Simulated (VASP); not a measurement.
W:

```
CELL_PARAMETERS angstrom
1.73078 0.99927 3.20953
-1.73078 0.99927 3.20953
0.00000 -1.99854 3.20953
ATOMIC_POSITIONS crystal
W 0.22754 0.22754 0.22754
W 0.77246 0.77246 0.77246
```

The cell was built by a generator and needn't be a form met in nature.

| Property | Result |
| --- | --- |
| Program | VASP 6.6.1 |
| Task | relaxation of cell and atoms |
| Functional | r2SCAN |
| Potentials or basis | VASP PAW PBE potentials, release 64 (W_sv) |
| Cutoff | 600 eV |
| k mesh | 6 × 6 × 6 |
| Occupations | gaussian, width 0.1 eV |
| Spin | no spin polarisation |

At the start: pressure 47.5 GPa; volume 16.65 Å³/atom.

Problem. Where does the relaxation end?

Solution. Over 23 steps the energy falls by 1841.3 meV/atom and the volume is 16.36 Å³/atom (-1.8 %); space group R-3m (No. 166, to 0.05 Å).

Step by step:
```
step  energy change (eV)  largest force (eV/Å)  pressure (GPa)  volume (Å³)
   1              0.0000                8.8902           47.50        33.31
   2              2.8638                2.1041          -34.71        63.14
   3              0.6245                0.8022          -38.07        51.43
   4             -0.8221                0.1071          -32.61        44.53
   5             -1.6946                0.6942          -14.11        38.65
   6             -1.7142                1.6219           -4.64        37.16
   7             -1.7234                1.2566           -8.35        37.69
   8             -2.4161                0.2346            2.27        34.59
   9              3.3963               19.4050          216.85        24.81
  10             -2.5944                0.9710            9.23        33.52
  11             -2.6959                2.5387           25.84        31.76
  12             -2.8145                3.1175           26.30        31.64
  13             -2.9140                4.5864           30.82        31.29
  14             -3.1563                3.7733           20.98        31.96
  15             -3.4807                1.7759           -4.41        33.98
  16             -3.4821                1.6782           -5.60        34.10
  17             -3.5121                1.5640           -4.72        33.89
  18             -3.5864                1.2834           -1.70        33.26
  19             -3.6513                0.6634            7.14        32.02
  20             -3.6803                0.1284            2.19        32.49
  21             -3.6823                0.0459            0.71        32.65
  22             -3.6823                0.0593            0.60        32.66
  23             -3.6826                0.0192            0.12        32.71
```

Final structure:
```yaml
crystal:
  lattice:
    - [1.49863, 0.86524, 4.20453]
    - [-1.49863, 0.86524, 4.20453]
    - [0.00000, -1.73047, 4.20453]
  atoms:
    - { symbol: W, position: [0.24994, 0.24994, 0.24994] }
    - { symbol: W, position: [0.75006, 0.75006, 0.75006] }
```

Caveat: the k mesh is coarse (spacing up to 0.37 Å⁻¹), so the values aren't converged; the PAW data sets were made with another functional, which shifts forces and pressure a little.
